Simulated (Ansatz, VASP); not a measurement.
One calculation of RbBr, two programs

```
Rb Br
1.0
     0.00000    3.46083    3.46083
     3.46083    0.00000    3.46083
     3.46083    3.46083    0.00000
Rb Br
1 1
Direct
  0.00000 0.00000 0.00000
  0.50000 0.50000 0.50000
```

Alike in both runs: task single point; functional HSE06; k mesh 4 × 4 × 4; no spin polarisation.

|  | VASP | Ansatz |
| --- | --- | --- |
| version | VASP 6.6.1 | Ansatz 0.2.0 |
| potentials or method | VASP PAW PBE potentials, release 64 (Rb_sv, Br) | plane waves, PAW |
| plane-wave cutoff (eV) | 520 | 420 |
| occupations | gaussian, width 0.01 eV | fixed |
| valence electrons in the cell | 16 | 16 |

```tsv
	VASP	Ansatz	Ansatz less VASP
gap on the k mesh at the Fermi level (eV)	5.44	5.44	+0.001
pressure (GPa)	0.3	0.3	0.00
```

Ansatz warned: «stress_exchange_threshold_loose».

Caveats: the PAW data sets were made with another functional, which shifts forces and pressure a little (VASP).
